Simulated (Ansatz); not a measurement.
# Ionic part of the dielectric constant of KF at 7.4 GPa, mode by mode

These are results of Ansatz, DFT PBEsol, scalar-relativistic, plane waves, PAW, not measurements. Cutoff 420 eV, 8×8×8 k-points (Γ-centred), fixed occupations. No spin polarisation. Phonons by linear response, acoustic sum rule imposed.

Symmetry: Pm-3m, No. 221, cubic system. The conventional cell has a = 3.036 Å, b = 3.036 Å, c = 3.036 Å, α = 90.00°, β = 90.00°, γ = 90.00°. Around K (site symmetry m-3m) lie 8 F at 2.63 Å. F (site symmetry m-3m) is surrounded by 8 K at 2.63 Å.

The cell is the ideal cubic caesium chloride prototype; this isn't the usual structure of the compound.

The primitive cell has V = 27.99 Å³ and ε∞,yy = 2.343. Each polar mode adds Δε = (4.92064×10⁷/V)·S/ν² along y, with S its oscillator strength in e²/amu, ν in cm⁻¹ and V in Å³.

Problem. From these modes, find each Δε and ε0,yy.
| ν (cm⁻¹) | S_yy (e²/amu) |
| --- | --- |
| 220.2 | 0.1132 |

Solution.
```json
{"ν (cm⁻¹)": "220.2", "Δε": "4.11"}
```

The sum is 4.107, so ε0,yy = 6.45; the run's tensor has 6.45.

Problem. Where do the longitudinal modes lie for a wave vector along y?

Solution. At 365 cm⁻¹. The Lyddane–Sachs–Teller product Π(ν_LO/ν_TO)² = 2.75 matches ε0/ε∞ = 2.75.